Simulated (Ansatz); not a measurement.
The system is Mo.

```
CELL_PARAMETERS angstrom
-1.58381 1.58381 1.58381
1.58381 -1.58381 1.58381
1.58381 1.58381 -1.58381
ATOMIC_POSITIONS crystal
Mo 0.00000 0.00000 0.00000
```

Program: Ansatz 0.2.0. Alike in all runs: task band structure; potentials or basis all-electron LAPW, scalar-relativistic; no spin polarisation; cell as given; k mesh 12 × 12 × 12; smearing fermi-dirac 0.05 eV; basis error allowed 0.001 eV/atom.

**Question.** Order these runs on this cell by their pressure, lowest first.
A. level LDA; cutoff (eV) 248
B. level BLYP; cutoff (eV) 248
C. level PBEsol; cutoff (eV) 249

**Answer.** A (-14.1 GPa), C (-9.6 GPa), B (8.0 GPa).

Runs at the PBE level aren't shown here.
